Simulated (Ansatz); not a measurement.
# ⁹¹Zr nuclear quadrupole resonance in Zr₃N₄

Cell: a structure deposited in the COD whose atoms were relaxed with PBE, the cell held.

```cif
data_Zr3N4
_symmetry_space_group_name_H-M 'I-43d'
_symmetry_Int_Tables_number 220
_cell_length_a 6.7400
_cell_length_b 6.7400
_cell_length_c 6.7400
_cell_angle_alpha 90.000
_cell_angle_beta 90.000
_cell_angle_gamma 90.000
loop_
_atom_site_label
_atom_site_type_symbol
_atom_site_symmetry_multiplicity
_atom_site_Wyckoff_symbol
_atom_site_fract_x
_atom_site_fract_y
_atom_site_fract_z
Zr Zr 12 a 0.3750 0.0000 0.2500
N N 16 c 0.0687 0.0687 0.0687
```

One atom of each set is listed; the run and its k-mesh use a cell of 14 atoms with edges of 5.84, 5.84, 5.84 Å.

All values are calculated (Ansatz; DFT, PBE, plane waves and PAW (field gradients read without the response of the frozen cores, which leaves them typically 4 to 6 % off), scalar-relativistic, 420 eV cutoff, Γ-centred 6×6×6 k-points, Fermi–Dirac smearing 0.02 eV), not measured.

⁹¹Zr: I = 5/2, Q = -176.0 mb (year-2017 value). Static lattice, zero field.

Task: Predict the zero-field ⁹¹Zr lines of each site.

Result: For I = 5/2 and η = 0 the lines are 3|C_Q|/20 and twice that; η pulls their ratio below 2.

```json
{"site": "Zr", "atoms": "6", "V_zz (10²¹ V/m²)": "9.92", "C_Q (MHz)": "-42.2", "η": "0.00", "line frequencies (MHz)": "6.33, 12.7"}
```

An axis of threefold or higher order runs through Zr, so V_zz lies along it and η is zero.

Without spin–orbit coupling (the program notes it for Zr) the gradients can shift somewhat, as the gap is small.
